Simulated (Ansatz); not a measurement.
# ZnO (zincite) (P6_3mc) in Ansatz: reference runs

Aim: a first look at ZnO (zincite) with PBE, on the cell as given and on a disturbed one.

All numbers are computed with Ansatz 0.2.0; they aren't measurements. Logs are shortened: lines on timing, memory, paths and dates and some standing lists are left out, and cuts for length are marked.

**Experimental background.**

From “Electronic structure of alkaline earth and post-transition metal oxides”, 2009, arxiv:0908.1581, for a bulk crystal of ZnO: band gap 3.37 eV.

The runs below are set against these values where they give the same quantity.

### 1 The structure

It takes space group P6_3mc (No. 186, hexagonal). Conventional cell: a = 3.249 Å, b = 3.249 Å, c = 5.206 Å, α = 90.00°, β = 90.00°, γ = 120.00°. Zn (site symmetry 3m) is surrounded by 4 O at 1.97 to 1.98 Å. O (site symmetry 3m) is surrounded by 4 Zn at 1.97 to 1.98 Å.

### 2 Single point, PBE

The input, input.yaml:

```yaml
crystal:
  lattice:
    - [3.249308, 0.0, 0.0]
    - [-1.624654, 2.8139832727, 0.0]
    - [0.0, 0.0, 5.205709]
  atoms:
    - { symbol: Zn, position: [0.6666666667, 0.3333333333, 0.0] }
    - { symbol: Zn, position: [0.3333333333, 0.6666666667, 0.5] }
    - { symbol: O, position: [0.3333333333, 0.6666666667, 0.87901] }
    - { symbol: O, position: [0.6666666667, 0.3333333333, 0.37901] }
kpoints:
  mp_grid: { grid: [9, 9, 5] }
scf:
  occupations: { method: fermi_dirac, width: 0.05 }
hamiltonian:
  xc: pbe
  pseudopotentials: { kind: all_electron, lapw: { basis_error: 0.001 } }
output:
  forces: true
  stress: true
  eigenvalues: true
  populations: true
```

Potentials or basis: all-electron LAPW, scalar-relativistic.

The run is started by

```console
$ ansatz run input.yaml --threads 2 --pin off --max-ram 6144MiB --backend cpu --events-out ev --progress --plain --runs-dir out
```

Log:

```text
Warning: RAYON_NUM_THREADS=2 ignored (pool sized by the plan → 2); use --threads N
Zn: projections on atomic orbitals take those of the free atom 1s2 2s2 2p6 3s2 3p6 3d10 4s2, of charge +0.00 (hamiltonian.pseudopotentials.projection_atoms)
O: projections on atomic orbitals take those of the free atom 1s2 2s2 2p4, of charge +0.00 (hamiltonian.pseudopotentials.projection_atoms)
LAPW: plane waves up to 10.615 Å⁻¹, error target 1.0e-3 eV per atom; small_component_spin mean_spin; O in spheres of 0.886 Å, 8 of its electrons in bands, Dirac shells []; Zn in spheres of 1.087 Å, 20 of its electrons in bands, Dirac shells [] (how accurate: hamiltonian.pseudopotentials.lapw.basis_error, Limitations)
Engine: ansatz 0.2.0, x86_64-unknown-linux-gnu
Pseudopotentials: kind: all_electron
Pseudopotential: Zn, LAPW, valence charge 20, lapw/all_electron/scalar/gaussian/Zn, Koelling and Harmon's equation, gaussian nucleus
Pseudopotential: O, LAPW, valence charge 8, lapw/all_electron/scalar/gaussian/O, Koelling and Harmon's equation, gaussian nucleus
Functional definition: PBE
  parameter kappa = 0.804
  parameter beta = 0.06672455060314922
  exchange = pbe_x(kappa = kappa, mu = beta*pi^2/3)
  correlation = pbe_c(beta = beta)
Crystal: 4 atoms, lattice volume = 47.598 Å³
Basis set: ecut = 429.27362463143004 eV, 977 PW (Γ), exchange–correlation at level 2
Bands: 34, of which v1, the nominal top of the filled ones, is band 28 counted from 1 (27 counted from 0)
Symmetry: 12 space group operations
Space group: P63mc (ITA 186), of the structure as read, at distance tolerance 3.6e-5 Å
k-points: 36 of 405 (time reversal used)
Non-local potential: Zn, projectors of the file, none
Non-local potential: O, projectors of the file, none
Initial density: superposition of atomic densities (chi_scale 0.1, normalization cell, long waves kept (reshape's long-wave potential 0.00 eV rms))
Initial wavefunctions: plane waves of lowest kinetic energy (no species holds an atomic orbital)
Functional: x = pbe(κ = 0.804, μ = 0.2195149727645171), c = pbe(β = 0.06672455060314922)
iter 1 solved again at ethr=1.30e-2 eV; its pass at ethr=1.00e-1 eV (dr2=7.27e0 eV) is discarded
SCF iter   1: F=—  HF=-101846.755514 eV  |F-HF|=—  |Δ(HF+E_count)|=         —  Δρ=1.12e-1  dr2=7.27e0  ethr=1.30e-2  ⟨swp⟩=2.0  Hψ=7708  notcnv=0
preconditioner: auto → Resta (q_TF=auto, 2.803 Å⁻¹)  ε∞=6.2  [insulator: Δε(μ)=1.643 eV  Ē_g=14.110 eV  σ=0.050 eV  W_gap=1.00  n_scr=22 (ndim 8)  ℏωp=32.3 eV  f_vac=0.040  D(μ)=0.00/eV (n_scr^D=0)  ε∞_Penn≈6.2]
iter 2 solved again at ethr=3.05e-4 eV; its pass at ethr=1.30e-2 eV (dr2=1.71e-1 eV) is discarded
SCF iter   2: F=—  HF=-101843.745788 eV  |F-HF|=—  |Δ(HF+E_count)|=    3.01e0  Δρ=2.27e-2  dr2=1.70e-1  ethr=3.05e-4  ⟨swp⟩=2.0  Hψ=6476  notcnv=0
SCF iter   3: F=—  HF=-101843.610817 eV  |F-HF|=—  |Δ(HF+E_count)|=   1.35e-1  Δρ=2.62e-2  dr2=4.52e-1  ethr=3.04e-4  ⟨swp⟩=3.0  Hψ=3854  notcnv=0
SCF iter   4: F=—  HF=-101843.659867 eV  |F-HF|=—  |Δ(HF+E_count)|=         —  Δρ=7.77e-3  dr2=3.63e-2  ethr=3.04e-4  ⟨swp⟩=2.9  Hψ=3812  notcnv=0
the basis was enlarged: its passes take 375.0 KiB over the memory plan, 2 of 2 planned eigensolver slots
SCF iter   5: F=—  HF=-101843.551006 eV  |F-HF|=—  |Δ(HF+E_count)|=   1.09e-1  Δρ=4.01e-3  dr2=4.94e-3  ethr=6.47e-5  ⟨swp⟩=3.0  Hψ=3844  notcnv=0
SCF iter   6: F=—  HF=-101843.544932 eV  |F-HF|=—  |Δ(HF+E_count)|=   6.07e-3  Δρ=7.61e-4  dr2=3.84e-4  ethr=8.82e-6  ⟨swp⟩=3.0  Hψ=3875  notcnv=0
SCF iter   7: F=—  HF=-101843.545389 eV  |F-HF|=—  |Δ(HF+E_count)|=   4.56e-4  Δρ=1.87e-4  dr2=2.20e-5  ethr=6.86e-7  ⟨swp⟩=3.0  Hψ=3788  notcnv=0
SCF iter   8: F=—  HF=-101843.545415 eV  |F-HF|=—  |Δ(HF+E_count)|=   2.61e-5  Δρ=5.37e-5  dr2=1.78e-6  ethr=3.93e-8  ⟨swp⟩=3.0  Hψ=3900  notcnv=0
SCF iter   9: F=-101843.545415 eV  HF=-101843.545415 eV  |F-HF|=3.46e-8  |Δ(HF+E_count)|=   3.63e-8  Δρ=1.15e-5  dr2=7.03e-8  ethr=3.17e-9  ⟨swp⟩=3.0  Hψ=3706  notcnv=0
SCF 1 converged in 9 iterations: F = -101843.545415 eV  dr2 = 7.03e-8
SCF converged after 9 iterations
Free energy (F): -101843.545415 eV
Harris-Foulkes:  -101843.545415 eV  (|F-HF|=3.46e-8)
Internal energy: -101843.545412 eV  (E = F + TS)
E sigma→0 (E₀):  -101843.545413 eV
Entropy (-TS):   -0.000003 eV (-0.001 meV/atom)
Fermi energy:    9.512325 eV
--- Per-component energies (eV) ---
  E_band       = -3131.581471
  E_kinetic    = 103639.050272
  E_xc         = -4368.619877
  E_electrostatic = -201113.975807  (all electrons and nuclei)
  E_smearing   = -0.000003  (= −TS)
  E_closure    = 0.000000  (closes the sum)
  E_atoms      = -101825.636818  (free atoms, spherical and without spin; not in F)
  Σ components = -101843.545415   (vs F -101843.545415, Δ=0.00e0)
  Basis errors (estimates in eV, not in F): energy 4.4e-4 per atom: plane waves 4.0e-4 (2.4e-4 summed), levels above the bands 7.6e-100, relativity 1.7e-7, radial functions 4.5e-5, core shells 1.5e-9; eigenvalues (radial functions only) 3.5e-6; not estimated: angular momenta, meshes, grids; target (lapw.basis_error) 1.0e-3; muffin-tin radii O 0.886 Å, Zn 1.087 Å
--- Forces (eV/Å), atoms counted from 1 ---
  atom   1  Zn     0.00000000    -0.00000000    -0.06959001
  atom   2  Zn    -0.00000000     0.00000000    -0.06959001
  atom   3  O      0.00000000     0.00000000     0.06957361
  atom   4  O      0.00000000    -0.00000000     0.06957361
  max |Σ_I F_I| component: 3.28e-5 eV/Å
--- Stress (GPa, compression-positive) ---
        4.252880       0.000000       0.000000
        0.000000       4.252880       0.000000
        0.000000       0.000000       5.947990
  P = ⅓ Tr σ = 4.8179 GPa (48.179 kbar)
--- Band table (eV; the first three rows and the last of 36) ---
  k-point 0: bands = ["-495.8222", "-495.8222", "-114.3625", "-114.3623", "-68.5559", "-68.5527", "-68.5510", "-68.5510", "-68.5504", "-68.5504", "-8.9969", "-8.2649", "3.3614", "3.3614", "3.4003", "3.4642", "3.5582", "3.5582", "4.5224", "4.5224", "4.7359", "4.7359", "5.0065", "8.2541", "8.2541", "8.9905", "9.0615", "9.0615", "9.8823", "14.3061", "17.3415", "21.9457", "21.9457", "23.2028"]
  k-point 1: bands = ["-495.8222", "-495.8222", "-114.3624", "-114.3623", "-68.5556", "-68.5530", "-68.5509", "-68.5509", "-68.5504", "-68.5504", "-8.9304", "-8.3383", "3.2999", "3.3292", "3.3714", "3.3714", "3.5296", "3.5296", "4.5503", "4.5503", "4.7241", "4.7241", "5.4478", "8.2806", "8.3328", "8.3328", "8.9863", "8.9863", "10.7180", "13.9741", "17.6417", "21.9409", "21.9531", "21.9531"]
  k-point 2: bands = ["-495.8222", "-495.8222", "-114.3624", "-114.3623", "-68.5548", "-68.5538", "-68.5508", "-68.5508", "-68.5506", "-68.5506", "-8.7530", "-8.5269", "3.1503", "3.1926", "3.4059", "3.4059", "3.4657", "3.4657", "4.6164", "4.6164", "4.6834", "4.6834", "6.3440", "7.3217", "8.5375", "8.5375", "8.7873", "8.7873", "11.9440", "13.1077", "18.5342", "20.0236", "22.0771", "22.0771"]
  k-point 35: bands = ["-495.8222", "-495.8222", "-114.3623", "-114.3623", "-68.5545", "-68.5545", "-68.5522", "-68.5519", "-68.5519", "-68.5519", "-8.1382", "-8.1382", "3.3658", "3.3658", "3.4825", "3.6862", "4.1231", "4.1231", "4.5144", "4.5511", "5.0216", "5.0216", "5.3801", "5.3801", "6.0859", "6.6858", "7.7771", "7.7771", "17.0182", "17.0356", "17.0356", "17.1428", "18.1023", "18.1023"]
--- Löwdin populations: 4 sites ---
  site symbol       q [e]
     0     Zn     28.5811
     1     Zn     28.5811
     2      O      9.2327
     3      O      9.2327
  spilling = 0.004901 (of n_electrons = 76.000000)
```

Wall time 28 s (2 threads of AMD EPYC 7R43 (Zen 3), shared host); peak memory 0.46 GiB.

Results:

* Free energy: -101843.5454 eV
* Pressure: 4.8 GPa
* Largest force: 0.070 eV/Å
* Band gap on the k mesh: 0.82 eV, direct
* Loewdin charges: Zn +1.42; O -1.23 e

Forces in eV/Å, atoms in the order of the input:
```
Zn   0.000  0.000 -0.070
Zn   0.000  0.000 -0.070
O    0.000  0.000  0.070
O    0.000  0.000  0.070
```

Caveat: the atomic charges don't sum to the cell's charge.

### 3 Single point, PBE (atoms moved at random, drawn with an rms of 0.05 Å)

The input, input.yaml:

```yaml
crystal:
  lattice:
    - [3.249308, 0.0, 0.0]
    - [-1.624654, 2.8139832727, 0.0]
    - [0.0, 0.0, 5.205709]
  atoms:
    - { symbol: Zn, position: [0.669561, 0.341315, -0.007645] }
    - { symbol: Zn, position: [0.319335, 0.651587, 0.51416] }
    - { symbol: O, position: [0.331692, 0.676542, 0.887876] }
    - { symbol: O, position: [0.68061, 0.335125, 0.384863] }
kpoints:
  mp_grid: { grid: [9, 9, 5] }
scf:
  occupations: { method: fermi_dirac, width: 0.05 }
hamiltonian:
  xc: pbe
  pseudopotentials: { kind: all_electron, lapw: { basis_error: 0.001 } }
output:
  forces: true
  stress: true
  eigenvalues: true
  populations: true
```

Potentials or basis: all-electron LAPW, scalar-relativistic.

The run is started by

```console
$ ansatz run input.yaml --threads 2 --pin off --max-ram 6144MiB --backend cpu --events-out ev --progress --plain --runs-dir out
```

It took 3.2 min on 2 threads of AMD EPYC 7R43 (Zen 3), shared host; peak memory 1.1 GiB.

It converged, with:

```
Free energy            : -101843.4705 eV
Pressure               : 5.3 GPa
Largest force          : 1.001 eV/Å
Band gap on the k mesh : 0.79 eV, direct
Loewdin charges        : Zn +1.43, +1.41; O -1.23 e
```

Forces in eV/Å, atoms in the order of the input:
```
Zn  -0.146  0.016  0.870
Zn   0.503  0.345 -0.794
O    0.208 -0.045  0.053
O   -0.565 -0.315 -0.128
```

Stress tensor (GPa, compression positive):
```
6.23 2.22 0.82
2.22 4.59 0.88
0.82 0.88 5.11
```

Levels at points of the mesh, in eV from the valence-band top:
```csv
k point,band 24,band 25,band 26,band 27,band 28,band 29,band 30,band 31,band 32,band 33
"(0.00, 0.00, 0.00)",-0.88,-0.77,-0.13,-0.01,0.00,0.79,5.21,8.22,12.71,12.92
```

Caveat: the atomic charges don't sum to the cell's charge.

### 4 Comparison with measurements

Step 2. Measured gap of ZnO: 3.37 eV (quoted in “Electronic structure of alkaline earth and post-transition metal oxides”, 2009, arxiv:0908.1581). This calculation gives 0.82 eV (-2.55 eV). So large a miss can be the level of theory's own, or it may mean another phase, state or a wrong row. The value is that of PBE, without temperature or zero-point motion. Semilocal functionals fall short of measured gaps as a rule.
